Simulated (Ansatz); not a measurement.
# P (Im-3m): energy and pressure against volume

How does P (Im-3m) respond to strong compression and slight expansion? Whether the element takes this structure at low temperature is a separate question.

Computed with Ansatz 0.2.0 (DFT PBE, scalar-relativistic, plane waves, PAW, unless a step's input says otherwise).

The runs add the D3(BJ) dispersion term to the functional named.

## (1) The starting structure

The structure is cubic, space group Im-3m (No. 229). The conventional cell has a = 2.997 Å, b = 2.997 Å, c = 2.997 Å, α = 90.00°, β = 90.00°, γ = 90.00°. P (site symmetry m-3m) is surrounded by 8 P at 2.60 Å.

Coordinates:

```
CELL_PARAMETERS angstrom
-1.49829 1.49829 1.49829
1.49829 -1.49829 1.49829
1.49829 1.49829 -1.49829
ATOMIC_POSITIONS crystal
P 0.00000 0.00000 0.00000
```

An earlier run at PBE left this cell at 13.454 Å³/atom and -0.02 GPa (20×20×20 mesh).

## (2) Volume × 0.96

Input file input.yaml:

```yaml
crystal:
  lattice:
    - [-1.4780402691, 1.4780402691, 1.4780402691]
    - [1.4780402691, -1.4780402691, 1.4780402691]
    - [1.4780402691, 1.4780402691, -1.4780402691]
  atoms:
    - { symbol: P, position: [0.0, 0.0, 0.0] }
basis:
  ecutwfc: 420
  ecutrho_ratio: 4
kpoints:
  mp_grid: { grid: [22, 22, 22] }
hamiltonian:
  xc: pbe
  dispersion: d3bj
scf:
  occupations: { method: gaussian, width: 0.05 }
output:
  forces: true
  stress: true
  eigenvalues: true
```

The run is started by

```sh
ansatz run input.yaml --threads 1 --pin off --max-ram 2560MiB --backend cpu --events-out ev --progress --plain --runs-dir out
```

The runs that follow: Volume × 1.04; Volume × 0.92; Volume × 0.88; Volume × 0.84; Volume × 0.8; Volume × 0.76; Volume × 0.72; Volume × 0.68; Volume × 0.64.

What does the calculation give? Wanted: range of pressure; V0; B0; B0′.

As calculated:

| quantity | value |
| --- | --- |
| range of pressure | -4.0 to 118.9 GPa |
| V0 (fit) | 13.43 Å³/atom |
| B0 (fit) | 104 GPa |
| B0′ (fit) | 4.17 |

A third-order Birch-Murnaghan fit follows the points with an rms miss of 0.79 meV/atom. The k mesh is not the same at all volumes. Symmetry fixes shape and sites, so only the volume changes. Other structures may be lower in enthalpy at these pressures.
